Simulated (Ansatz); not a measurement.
## What a trial cell of HfC relaxes into

These are results of DFT PBE, scalar-relativistic, plane waves, PAW (Ansatz 0.2.0), not measurements. Cutoff 420 eV, Gaussian smearing, Γ-centred meshes. Cell and atoms relax first on a coarse mesh and then on a finer one. In between, the cell is made exact in the group found at 0.06 Å. In metals the finer mesh still leaves noise of several meV/atom or more. The steps can't lower the symmetry of their start. No spin polarisation.

Recipe of this trial structure of HfC: random cell by space group and Wyckoff sites (P6/mmm, No. 191). Lengths were set from tabulated atomic sizes, so they are only a guess.

```cif
data_structure
_symmetry_space_group_name_H-M 'P 1'
_symmetry_Int_Tables_number 1
_cell_length_a 2.7892
_cell_length_b 2.7892
_cell_length_c 5.4499
_cell_angle_alpha 90.000
_cell_angle_beta 90.000
_cell_angle_gamma 120.000
_cell_volume 36.72
loop_
_atom_site_label
_atom_site_type_symbol
_atom_site_fract_x
_atom_site_fract_y
_atom_site_fract_z
_atom_site_occupancy
Hf1 Hf 0.00000 0.00000 0.50000 1
C1 C 0.00000 0.00000 0.00000 1
```

The zero of energy is the elements' standard structures at the same level; no fitted shifts are applied.

Question: What does it relax into?

Answer: The symmetry stays P6/mmm (No. 191). The volume per atom shrinks by 2.7 %, from 18.4 to 17.9 Å³. The shortest distance goes from 2.72 Å (Hf–C) to 2.21 Å (Hf–C). The ratio c/a of the conventional cell changes by a factor of 0.74. The energy falls by about 0.89 eV/atom (the start's value is from the coarse mesh). Conventional cell: a = 3.054 Å, c = 4.420 Å. Around Hf lie 2 C at 2.21 Å and 6 Hf at 3.05 Å; around C lie 2 Hf at 2.21 Å.

Space group P6/mmm (No. 191). a = 3.054 Å, b = 3.054 Å, c = 4.420 Å, α = 90.00°, β = 90.00°, γ = 120.00°
| atom | site | symmetry | x | y | z |
| --- | --- | --- | --- | --- | --- |
| Hf | 1b | 6/mmm | 0.0000 | 0.0000 | 0.5000 |
| C | 1a | 6/mmm | 0.0000 | 0.0000 | 0.0000 |

Question: Give its energy and gap.

Answer: The formation energy is +1.94 eV/atom. The gap on the 24×24×12 mesh of the 2-atom cell is 0 eV (a metal).

The separate elements lie lower, so it is unstable against them.

The last run used Gaussian smearing of 0.10 eV. Spin–orbit coupling, which can matter for Hf, is left out. The reference form of C is held partly by dispersion forces, which this level lacks. Symmetry constrained the relaxation, so the result can be a saddle point. In all, the 3 runs took 100 s on 1 thread of Arm Neoverse V1, with other jobs on the host. Another cell of HfC relaxed alike, in F-43m, lies 2.22 eV/atom lower, so this cell isn't the stable form at this level.
